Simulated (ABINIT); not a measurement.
## Ti in ABINIT: convergence with k mesh

Crystal: Ti.

```
Ti
1.0
    -1.64100    1.64100    1.64100
     1.64100   -1.64100    1.64100
     1.64100    1.64100   -1.64100
Ti
1
Direct
  0.00000 0.00000 0.00000
```

This isn't the form of Ti at room conditions, which is hcp.

* Program: ABINIT 10.8.3 (patched build)
* Task: single point
* Functional: LDA
* Potentials or basis: JTH PAW LDA v2.0
* Cutoff: 408 eV
* k mesh: 2 × 2 × 2
* Occupations: fermi-dirac, width 0.05 eV
* Spin: no spin polarisation

These are the settings of the first run; the series varies k mesh, with any setting tied to it.

Hardware: 1 thread of Arm Neoverse V1 (shared host).

```csv
k mesh,"energy less the tightest run, at zero smearing (meV/atom)",pressure (GPa),SCF cycles,CPU time (s),peak memory (GiB)
2 × 2 × 2,-850.04,-36.61,10,1.3,0.06
3 × 3 × 3,-16.56,-10.83,12,1.5,0.06
5 × 5 × 5,-23.62,-12.12,10,1.9,0.06
7 × 7 × 7,9.69,-9.55,10,2.7,0.06
8 × 8 × 8,-1.88,-10.63,9,3.1,0.07
10 × 10 × 10,-0.75,-10.62,9,4.4,0.07
12 × 12 × 12,-0.26,-10.74,9,6.2,0.07
14 × 14 × 14,2.39,-10.57,10,8.9,0.08
16 × 16 × 16,0.00,-10.66,10,12,0.08
```

Against the tightest run, the pressure stays within 0.1 GPa from 8 × 8 × 8 on. Not settled before the last step: the energy (to 1 meV/atom). Meshes of other sizes hit other points, so gaps and Fermi surfaces needn't settle smoothly. The tightest run that finished is the yardstick and may itself not be fully converged.
